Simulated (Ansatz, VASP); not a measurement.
**Two plane-wave programs on BN**

```
B N
1.0
     2.50742   -0.00424    0.00000
    -1.25008    2.17368    0.00000
     0.00000    0.00000   30.82820
B N
2 2
Direct
  0.92006 0.08204 0.23758
  0.57994 0.41796 0.34630
  0.58673 0.41538 0.23753
  0.91327 0.08462 0.34635
```

Alike in both runs: functional PBE; dispersion D3(BJ); k mesh 8 × 8 × 1; occupations gaussian, width 0.1 eV; no spin polarisation.

Ansatz relaxed the structure, and its values are those at the end. VASP's run is a single point on that final structure, the one shown.

```csv
,VASP,Ansatz
version,VASP 6.6.1,Ansatz 0.2.0
potentials or method,"VASP PAW PBE potentials, release 64 (B, N)","scalar-relativistic, plane waves, PAW"
plane-wave cutoff (eV),520,420
valence electrons in the cell,16,16
```

|  | VASP | Ansatz | Ansatz less VASP |
| --- | --- | --- | --- |
| gap on the k mesh at the Fermi level (eV) | 4.55 | 4.55 | +0.007 |
| least direct gap on the mesh (eV) | 4.74 | 4.74 | +0.003 |

Ansatz warned: «slab_cell_height_set».

As with any semilocal functional, this PBE gap is likely too small.
